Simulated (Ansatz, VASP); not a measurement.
# One calculation of BAs, two programs

```
B As
1.0
     2.91468    0.00000    0.00000
     0.00000    2.91468    0.00000
     0.00000    0.00000    2.91468
B As
1 1
Direct
  0.50000 0.50000 0.50000
  0.00000 0.00000 0.00000
```

Change from the starting cell: volume scaled by 0.98.

Alike in both runs: task single point; functional PBE; k mesh 9 × 9 × 9; occupations fermi-dirac, width 0.05 eV; no spin polarisation.

|  | VASP | Ansatz |
| --- | --- | --- |
| version | VASP 6.6.1 | Ansatz 0.2.0 |
| potentials or method | VASP PAW PBE potentials, release 64 (B, As) | Ansatz PAW |
| plane-wave cutoff (eV) | 520 | 420 |
| valence electrons in the cell | 8 | 18 |

|  | VASP | Ansatz | Ansatz less VASP |
| --- | --- | --- | --- |
| gap on the k mesh at the Fermi level (eV) | none | none | - |
| pressure (GPa) | 2.6 | 2.4 | -0.19 |

A gap of «none» marks a metal or a gap that the smearing closes. The two sets of potentials don't hold the same shells in valence.
